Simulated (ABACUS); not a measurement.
Set up this calculation in ABACUS 3.10.1, as the native input.

```
Task                                          : relaxation of cell and atoms
Functional                                    : BP86
Potentials or basis                           : SPMS ONCV 1.0 PBE
Cutoff                                        : 1007 eV
Density cutoff                                : 4027 eV
Basis                                         : plane waves
k mesh                                        : 10 × 10 × 10
Occupations                                   : fermi-dirac, width 0.05 eV
Spin                                          : no spin polarisation
Max steps of the relaxation                   : 60
Force threshold                               : 0.01 eV/Å
Optimiser                                     : cg
Stress threshold                              : 1 kbar
Radial cutoff of the potentials (pseudo_rcut) : 10 bohr
SCF threshold on the density                  : 1e-08
Max SCF steps                                 : 100
Eigensolver                                   : dav
Mixing                                        : broyden
Mixing share                                  : 0.7
Symmetry key                                  : 1
Bands                                         : 11
```

W:

```
CELL_PARAMETERS angstrom
-1.58234 1.58234 1.58234
1.58234 -1.58234 1.58234
1.58234 1.58234 -1.58234
ATOMIC_POSITIONS crystal
W 0.00000 0.00000 0.00000
```

These files were run (other wordings do the same):

INPUT

```
INPUT_PARAMETERS
suffix              W
calculation         cell-relax
basis_type          pw
pseudo_dir          ./
symmetry            1
dft_functional      GGA_X_B88+GGA_C_P86
ecutwfc             74
pseudo_rcut         10
nspin               1
nbands              11
ks_solver           dav
smearing_method     fd
smearing_sigma      0.00367493
scf_thr             1e-08
scf_nmax            100
mixing_type         broyden
mixing_beta         0.7
cal_force           1
cal_stress          1
relax_nmax          60
force_thr_ev        0.01
relax_method        cg
out_stru            1
stress_thr          1
kpar                4
```

STRU

```
ATOMIC_SPECIES
W 183.8400 74_W_14_2.3_2.5_pbe_n_v1.0.upf

LATTICE_CONSTANT
1.8897261246

LATTICE_VECTORS
-1.5823450000 1.5823450000 1.5823450000
1.5823450000 -1.5823450000 1.5823450000
1.5823450000 1.5823450000 -1.5823450000

ATOMIC_POSITIONS
Direct

W
0.0
1
0.0000000000 0.0000000000 0.0000000000 1 1 1
```

KPT

```
K_POINTS
0
Gamma
10 10 10 0 0 0
```

Potentials or basis: SPMS ONCV 1.0 PBE, plane waves.

The run is started by

```bash
$ OMP_NUM_THREADS=1 mpirun -np 4 abacus > log
```

It gave:

- Relaxed volume: 16.19 Å³/atom
- Relaxed cell: a = 2.761 Å, b = 2.761 Å, c = 2.761 Å, α = 109.47°, β = 109.47°, γ = 109.47°
- Space group after relaxing (to 0.05 Å): Im-3m (No. 229)
- Energy gained by relaxing: 7.3 meV/atom
- Ionic steps: 6
- Pressure after relaxing: 0.0 GPa
- Band gap on the k mesh: none (metal or under the smearing width)

Caveat: the potentials were made for another functional, which shifts forces and pressure.

Run time: 8.3 s on 4 MPI ranks on Intel(R) Xeon(R) 6975P-C (Granite Rapids), with other jobs on the host, peak memory 0.36 GiB a rank.
